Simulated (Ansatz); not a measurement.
Pb:

```
CELL_PARAMETERS angstrom
0.00000 2.47502 2.47502
2.47502 0.00000 2.47502
2.47502 2.47502 0.00000
ATOMIC_POSITIONS crystal
Pb 0.00000 0.00000 0.00000
```

- Program: Ansatz 0.2.0
- Task: relaxation of cell and atoms
- Functional: PBE
- Potentials or basis: all-electron LAPW, scalar-relativistic
- Basis error allowed: 0.001 eV/atom
- k mesh: 9 × 9 × 9
- Occupations: fermi-dirac, width 0.05 eV
- Spin: no spin polarisation

At the start: volume 30.32 Å³/atom.

Task: Where does the relaxation end?

Result: Over 4 steps the energy falls by 10.5 meV/atom and the volume is 31.88 Å³/atom (+5.1 %); space group Fm-3m (No. 225, to 0.05 Å).

Step by step:
```csv
step,energy change (eV),largest force (eV/Å),volume (Å³)
1,0.0000,0.0000,30.32
2,-0.0105,0.0000,31.92
3,-0.0105,0.0000,31.88
4,-0.0105,0.0000,31.88
```

Final structure:
```cif
data_structure
_symmetry_space_group_name_H-M 'P 1'
_symmetry_Int_Tables_number 1
_cell_length_a 3.5593
_cell_length_b 3.5593
_cell_length_c 3.5593
_cell_angle_alpha 60.000
_cell_angle_beta 60.000
_cell_angle_gamma 60.000
_cell_volume 31.88
loop_
_atom_site_label
_atom_site_type_symbol
_atom_site_fract_x
_atom_site_fract_y
_atom_site_fract_z
_atom_site_occupancy
Pb1 Pb 0.00000 0.00000 0.00000 1
```

The cell as given is a measured one (30.32 Å³/atom); PBE puts the equilibrium volume +5.1 % from it, thermal expansion not counted.
